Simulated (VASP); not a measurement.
Set up this calculation in VASP 6.6.1, as the native input.

```
Task                   : single point
Functional             : PBE
Potentials or basis    : VASP PAW PBE potentials, release 64 (Te, Be)
Cutoff                 : 520 eV
k mesh                 : 8 × 8 × 8
Occupations            : gaussian, width 0.023 eV
Spin                   : no spin polarisation
Further INCAR settings : ALGO = Normal; EDIFF = 1e-06
```

The structure of BeTe lies in POSCAR:

```
BeTe
1.0
    0.0000000000      2.7700000000      2.7700000000
    2.7700000000      0.0000000000      2.7700000000
    2.7700000000      2.7700000000      0.0000000000
Te Be
1 1
Direct
    0.7500000000      0.7500000000      0.7500000000
    0.0000000000      0.0000000000      0.0000000000
```

One way to write it, as run:

INCAR

```
SYSTEM = BeTe
ALGO = Normal
EDIFF = 1E-6
ENCUT = 520
GGA = PE
ISIF = 2
ISMEAR = 0
LASPH = .TRUE.
LCHARG = .FALSE.
LREAL = .FALSE.
LWAVE = .FALSE.
NELM = 100
PREC = Accurate
SIGMA = 0.023
```

KPOINTS

```
k-points
0
G
  8 8 8
  0 0 0
```

Potentials or basis: VASP PAW PBE potentials, release 64 (Te, Be).

The run is started by

```sh
$ cat potpaw_PBE.64/Te/POTCAR potpaw_PBE.64/Be/POTCAR > POTCAR
$ mpirun -np 1 vasp_std > vasp.out
```

Results of the run:

```yaml
Pressure: 4.5 GPa
Band_gap_on_the_k_mesh: 1.85 eV, indirect (least direct gap 3.56 eV)
```

Caveat: spin-orbit coupling is left out, which moves the levels of the heavy elements.

Wall time 16 s on 1 thread of AMD EPYC 7R43 64-Core Processor (Zen 3), on a shared host, peak memory 0.13 GiB.
